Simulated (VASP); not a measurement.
BN, 4 atoms in the cell. Symmetry: P6_3/mmc, No. 194, hexagonal system. The conventional cell has a = 2.498 Å, b = 2.498 Å, c = 6.636 Å, α = 90.00°, β = 90.00°, γ = 120.00°. Around B (site symmetry -6m2) lie 3 N at 1.44 Å. Around N (site symmetry -6m2) lie 3 B at 1.44 Å. 

```yaml
Program: VASP 6.6.1
Task: single point
Functional: PBE
Dispersion: D3(BJ)
Potentials_or_basis: VASP PAW PBE potentials, release 64 (B, N)
Cutoff: 520 eV
k_mesh: 12 × 12 × 4
Occupations: gaussian, width 0.02 eV
Spin: no spin polarisation
Further_INCAR_settings: ALGO = Normal; EDIFF = 1e-07; NBANDS = 16
```

Potentials or basis: VASP PAW PBE potentials, release 64 (B, N).

Run with:

```sh
$ cat potpaw_PBE.64/B/POTCAR potpaw_PBE.64/N/POTCAR > POTCAR
$ mpirun -np 1 vasp_std > vasp.out
```

Hardware: 1 thread of Intel(R) Xeon(R) Platinum 8488C (Sapphire Rapids) (shared host).

Task: Estimate the wall time of this run.

Result: Run time: 19 s on 1 thread of Intel(R) Xeon(R) Platinum 8488C (Sapphire Rapids), on a shared host, peak memory 0.17 GiB. Counts: scf iterations 15, k points 57.
